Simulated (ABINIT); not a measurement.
Crystal: BN.

```xyz
2
Lattice="0.0000 1.8130 1.8130 1.8130 0.0000 1.8130 1.8130 1.8130 0.0000" Properties=species:S:1:pos:R:3 pbc="T T T"
N     0.9065    0.9065    0.9065
B     0.0000    0.0000    0.0000
```

The cell is a database's computed one.

Base run:

```yaml
Program: ABINIT 10.8.3 (patched build)
Functional: PBE
Potentials_or_basis: JTH PAW PBE v2.0
Cutoff: 844 eV
k_mesh: 13 × 13 × 13
Occupations: fermi-dirac, width 0.05 eV
Spin: no spin polarisation
```

Its results: band gap on the k mesh 4.52 eV, indirect (least direct gap 8.76 eV); pressure -0.6 GPa.

**Question.** The run is repeated on the same cell with these changes: functional from PBE to LDA. What comes out?

**Answer.** Band gap on the k mesh 4.41 eV, indirect (least direct gap 8.64 eV); pressure -13.6 GPa.

LDA binds more tightly than PBE, so the same cell stands under less pressure.

Caveats: the PAW data sets were made with another functional, which shifts forces and pressure a little (some runs).

A k mesh can miss the band edges.
